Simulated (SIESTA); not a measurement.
PtSe2 (Sudovikovite):

```xyz
3
Lattice="3.7240 0.0000 0.0000 -1.8620 3.2251 0.0000 0.0000 0.0000 5.0620" Properties=species:S:1:pos:R:3 pbc="T T T"
Pt    0.0000    0.0000    0.0000
Se    1.8620    1.0750    3.7965
Se    0.0000    2.1501    1.2655
```

Base run:

```yaml
Program: SIESTA 5.4.2
Functional: PBE
Potentials_or_basis: PseudoDojo 0.4 standard (PBE files)
Basis: SZP (energy shift 0.003 Ry)
Grid_cutoff: 800 Ry
Energy_shift: 0.003 Ry
k_mesh: 8 × 8 × 5
Occupations: fermi-dirac, width 0.05 eV
Spin: no spin polarisation
```

Its results: band gap on the k mesh none (metal or under the smearing width); pressure 15.7 GPa; largest force 1.791 eV/Å.

Task: After a change of settings the same cell gave: band gap on the k mesh none (metal or under the smearing width); pressure 11.4 GPa; largest force 1.110 eV/Å. Which change was it?
A. basis from SZP (energy shift 0.003 Ry) to DZ (energy shift 0.003 Ry; two zetas on semicore shells)
B. basis from SZP (energy shift 0.003 Ry) to TZDP (energy shift 0.003 Ry; two zetas on semicore shells)
C. basis from SZP (energy shift 0.003 Ry) to DZDP (energy shift 0.003 Ry; two zetas on semicore shells)
D. basis from SZP (energy shift 0.003 Ry) to SZ (energy shift 0.003 Ry)

Result: C.

Caveats: short orbitals over semicore shells can move pressures by several GPa; spin-orbit coupling is left out, which moves the levels of the heavy elements; the basis of atomic orbitals isn't converged, which shifts pressures, moduli and gaps; forces of over 1 eV/Å show positions far from the minimum, so gaps and moduli don't describe the material at rest.
